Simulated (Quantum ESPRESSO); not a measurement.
A calculation with Quantum ESPRESSO 7.5 of Bi (ASE script, structure typed inline):

The input run.py:

```python
import numpy as np
from ase.calculators.espresso import Espresso, EspressoProfile
from ase import Atoms

atoms = Atoms(['Bi', 'Bi'],
              cell=[[3.238376246, 0.0, 0.0], [0.0, 3.22164332, 0.0], [-0.0804548793, 0.0, 6.4438887882]],
              scaled_positions=[[0.54424725, 0.0, 0.74957789], [0.45575275, 0.0, 0.25042211]],
              pbc=True)

input_data = {
    'control': {'calculation': 'scf', 'prefix': 'pwscf', 'outdir': './tmp', 'tprnfor': True, 'tstress': True, 'disk_io': 'nowf'},
    'system': {'ecutwfc': 66.0, 'nbnd': 22, 'occupations': 'smearing', 'smearing': 'fd', 'degauss': 0.00367493},
    'electrons': {'conv_thr': 4e-10, 'electron_maxstep': 120, 'mixing_beta': 0.5},
}
pseudopotentials = {'Bi': 'Bi.upf'}
profile = EspressoProfile(command='mpirun -n 2 pw.x -nk 2', pseudo_dir='pseudo')
dft = Espresso(profile=profile, input_data=input_data, pseudopotentials=pseudopotentials, kpts=(8, 8, 4), koffset=(0, 0, 0))
atoms.calc = dft

print(f'energy {atoms.get_potential_energy():.8f} eV')
print('forces (eV/A)')
print(np.round(atoms.get_forces(), 6))
print('stress (eV/A^3, Voigt)')
print(np.round(atoms.get_stress(), 8))
print(f'Fermi level {dft.get_fermi_level():.4f} eV')
```

Potentials or basis: PseudoDojo 0.4.1 SR PBEsol standard.

Run with:

```sh
$ OMP_NUM_THREADS=1 python run.py
```

This isn't the form of Bi at room conditions, which is rhombohedral.

Question: Write the same calculation in another form: native input, structure typed inline.

Answer: As run:

pw.in

```
&CONTROL
  calculation = 'scf'
  prefix = 'pwscf'
  outdir = './tmp'
  pseudo_dir = './pseudo'
  tprnfor = .true.
  tstress = .true.
  disk_io = 'low'
/
&SYSTEM
  ibrav = 0
  celldm(1) = 8
  nat = 2
  ntyp = 1
  ecutwfc = 66
  nbnd = 22
  occupations = 'smearing'
  smearing = 'fd'
  degauss = 0.00367493
/
&ELECTRONS
  conv_thr = 4d-10
  electron_maxstep = 120
  mixing_beta = 0.5
/
ATOMIC_SPECIES
Bi   208.9804 Bi.upf
CELL_PARAMETERS alat
  0.7649555241792   0.0000000000000   0.0000000000000
  0.0000000000000   0.7610029432538   0.0000000000000
 -0.0190047109084   0.0000000000000   1.5221481234056
ATOMIC_POSITIONS crystal
Bi     0.5442472500    0.0000000000    0.7495778900
Bi     0.4557527500    0.0000000000    0.2504221100
K_POINTS automatic
8 8 4 0 0 0
```

The input pp_density.in:

```
&INPUTPP
  prefix = 'pwscf'
  outdir = './tmp'
  filplot = 'density.dat'
  plot_num = 0
/
&PLOT
  nfile = 1
  filepp(1) = 'density.dat'
  iflag = 3
  output_format = 6
  fileout = 'density.cube'
/
```

The input pp_potential.in:

```
&INPUTPP
  prefix = 'pwscf'
  outdir = './tmp'
  filplot = 'potential.dat'
  plot_num = 11
/
&PLOT
  nfile = 1
  filepp(1) = 'potential.dat'
  iflag = 3
  output_format = 6
  fileout = 'potential.cube'
/
```

Contents of pp_elf.in:

```
&INPUTPP
  prefix = 'pwscf'
  outdir = './tmp'
  filplot = 'elf.dat'
  plot_num = 8
/
&PLOT
  nfile = 1
  filepp(1) = 'elf.dat'
  iflag = 3
  output_format = 6
  fileout = 'elf.cube'
/
```

Potentials or basis: PseudoDojo 0.4.1 SR PBEsol standard.

Run with:

```bash
$ OMP_NUM_THREADS=1 mpirun -n 2 pw.x -nk 2 -in pw.in > pw.out
$ OMP_NUM_THREADS=1 mpirun -n 1 pp.x -in pp_density.in > pp_density.out
$ OMP_NUM_THREADS=1 mpirun -n 1 pp.x -in pp_potential.in > pp_potential.out
$ OMP_NUM_THREADS=1 mpirun -n 1 pp.x -in pp_elf.in > pp_elf.out
```

Both were run:

|  | ASE script, structure typed inline | native input, structure typed inline |
| --- | --- | --- |
| Pressure | -0.5 GPa | -0.5 GPa |
| Largest force | 0.012 eV/Å | 0.012 eV/Å |
| Band gap on the k mesh | none (metal or under the smearing width) | none (metal or under the smearing width) |

Keys that steer only the numerical path or the files written may differ.

Caveat: spin-orbit coupling is left out, which moves the levels of the heavy elements.
